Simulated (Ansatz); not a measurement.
**TePb under changes of volume**

One of the cells (33.730 Å³/atom); the others are scaled copies at fixed shape and fractional positions:

```xyz
2
Lattice="4.6372 0.0000 0.0000 2.3107 3.9288 0.0000 2.2885 1.2256 3.7028" Properties=species:S:1:pos:R:3 pbc="T T T"
Pb    0.0000    0.0000    0.0000
Te    4.6182    2.5772    1.8514
```

- Program: Ansatz 0.2.0
- Functional: BLYP
- Potentials or basis: all-electron LAPW, scalar-relativistic
- Cutoff: 188 eV (chosen from the basis error)
- Basis error allowed: 0.001 eV/atom
- k mesh: 7 × 7 × 7
- Occupations: fermi-dirac, width 0.05 eV
- Spin: no spin polarisation

| volume (Å³/atom) | energy over the lowest point (meV/atom) | pressure (GPa) | gap on the mesh (eV) |
| --- | --- | --- | --- |
| 31.706 | 141.52 | 9.3 | 0.84 |
| 32.380 | 105.42 | 7.9 | 0.88 |
| 33.055 | 75.00 | 6.6 | 0.92 |
| 33.730 | 49.71 | 5.4 | 0.95 |
| 34.404 | 29.07 | 4.4 | 0.98 |
| 35.079 | ? | ? | ? |
| 35.753 | 0.00 | 2.6 | 1.04 |

What does the run at 35.079 Å³/atom give?

Energy over the lowest point 12.63 meV/atom; pressure 3.4 GPa; gap on the mesh 1.01 eV.

Worked out: A Birch-Murnaghan fit of order 3 (a polynomial in V^(-2/3)) to the other rows has no minimum within the range. It gives 12.63 meV/atom at 35.079 Å³/atom, against the run's 12.63, and -dE/dV = 3.4 GPa, against 3.4. A straight line through the other rows of the gap, of slope 1.65 eV per unit of ln V, gives 1.01 eV, against the run's 1.01.

Energies are extrapolated to zero smearing.

Caveats: spin-orbit coupling is left out, which as a rule narrows the gap of such compounds by several tenths of an eV; an odd mesh through Γ misses points on the zone boundary, where band edges often lie.
